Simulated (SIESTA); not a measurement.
Runs of SIESTA 5.4.2 on Bi. The structure is trigonal, space group R-3m (No. 166). The conventional cell has a = 4.535 Å, b = 4.535 Å, c = 11.814 Å, α = 90.00°, β = 90.00°, γ = 120.00°. Bi (site symmetry 3m) has 6 Bi at 3.06 to 3.52 Å as nearest neighbours. 

```tsv
task	level	potentials or basis	spin	cell	k mesh	optimiser	force tolerance	ensemble	max steps	time step (fs)	energy shift	mesh quality	V0 of scaled cells (Å³/atom)	B0 (GPa)
equation of state	LDA	PseudoDojo 0.4 standard (LDA files), DZP (energy shift 0.003 Ry; two zetas on semicore shells)	off	as given	7 × 7 × 7	-	-	-	-	-	0.003 Ry	not flagged	(a)	52
equation of state	PBE-libxc	PseudoDojo 0.4 standard (PBE files), DZP (energy shift 0.002 Ry)	off	as given	7 × 7 × 7	-	-	-	-	-	0.002 Ry	not flagged	36.83	47
equation of state	PBE	PseudoDojo 0.4 standard (PBE files), DZP (energy shift 0.002 Ry)	off	as given	7 × 7 × 7	-	-	-	-	-	0.002 Ry	not flagged	36.83	47
equation of state	PBEsol	PseudoDojo 0.4 standard (PBEsol files), DZP (energy shift 0.003 Ry; two zetas on semicore shells)	off	as given	7 × 7 × 7	-	-	-	-	-	0.003 Ry	not flagged	35.16	50
```

Alike in all rows: smearing fermi-dirac 0.05 eV; grid cutoff 500 Ry.

Q: Estimate the missing entries.

A: (a) 34.28.

Caveats: the cell was scaled at fixed shape and fractional positions, which overstates the stiffness of a crystal with free parameters, most of all of layers and chains; the basis of atomic orbitals isn't converged, which shifts pressures, moduli and gaps; semicore shells carry a single zeta, which can move pressures by several GPa and volumes by a few percent (some runs).

Not every run made on this cell is shown here.
